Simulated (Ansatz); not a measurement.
EuS: equation of state with HSE06

**The experiment to reproduce.**

From “Crystal-field mediated electronic transitions of EuS up to 35 GPa”, 2022, pmc:8786971, for a bulk crystal of EuS: bulk modulus 61.5 ± 0.5 GPa.

Crystal: EuS.

```
Eu S
1.0
     0.00000    2.97850    2.97850
     2.97850    0.00000    2.97850
     2.97850    2.97850    0.00000
Eu S
1 1
Cartesian
  0.0000 0.0000 0.0000
  2.9785 2.9785 2.9785
```

```yaml
Program: Ansatz 0.2.0
Task: equation of state
Functional: HSE06
Potentials_or_basis: Ansatz PAW
Cutoff: 420 eV
Density_cutoff: 1680 eV
k_mesh: 6 × 6 × 6
Occupations: fermi-dirac, width 0.05 eV
Spin: collinear spin, ferromagnetic start
Starting_moments: "[7.0, 0.0] μB"
```

```json
{"Equilibrium volume": "26.62 Å³/atom", "Bulk modulus": "51 GPa", "Pressure derivative of the bulk modulus": "3.8"}
```

Energy against volume, from the lowest point:
| volume (Å³/atom) | energy (meV/atom) |
| --- | --- |
| 24.838 | 20.95 |
| 25.367 | 9.92 |
| 25.895 | 3.07 |
| 26.424 | 0.00 |
| 26.952 | 0.39 |
| 27.481 | 3.91 |
| 28.009 | 10.27 |

All runs of the series together: 5.3 min on 2 threads of AMD EPYC 7R13 Processor (Zen 3), with other jobs on the host.

Measured bulk modulus of EuS: 61.5 GPa (quoted in “Crystal-field mediated electronic transitions of EuS up to 35 GPa”, 2022, pmc:8786971). This calculation gives 51 GPa (-17.5 %). The fit is for a static lattice scaled at fixed shape and fixed fractional positions.

Caveat: the magnetic or orbital state may not be the lowest; the PAW data sets were made with another functional, which shifts forces and pressure a little. The state reached can hang on the start; a lower one may exist.
